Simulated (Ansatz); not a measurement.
Runs of Ansatz 0.2.0 on Ta. It takes space group Im-3m (No. 229, cubic). Conventional cell: a = 3.303 Å, b = 3.303 Å, c = 3.303 Å, α = 90.00°, β = 90.00°, γ = 90.00°. Ta (site symmetry m-3m) has 8 Ta at 2.86 Å as nearest neighbours. 

| level | cell | cutoff (eV) | target pressure (GPa) | gap on the mesh (eV) | pressure (GPa) | relaxed volume (Å³/atom) |
| --- | --- | --- | --- | --- | --- | --- |
| BLYP | relaxed | 420 | - | none | 0.0 | (a) |
| revPBE | relaxed | 420 | - | none | 0.0 | 18.48 |
| PBEsol | relaxed to 10 GPa | 420 | 10 | none | 10.0 | - |
| r2SCAN | relaxed | 500 | - | none | 0.0 | 18.02 |
| PBEsol | relaxed to 5 GPa | 420 | 5 | none | 5.0 | - |

Alike in all rows: task relaxation of cell and atoms; potentials or basis Ansatz PAW; no spin polarisation; k mesh 11 × 11 × 11; smearing fermi-dirac 0.05 eV.

**Question.** Estimate the missing entries.

**Answer.** (a) 18.82.

Caveats: the plane-wave basis is chosen anew once the cell has moved, so the energies of steps on either side of that aren't comparable; the PAW data sets come from PBE, with cores solved anew for the run's functional, which leaves a small shift of forces and pressure.

A k mesh can miss the band edges, and the runs leave out spin-orbit coupling on Ta.

A gap of «none» marks a metal or a gap under the smearing width.

Runs at the PBE level aren't shown here.
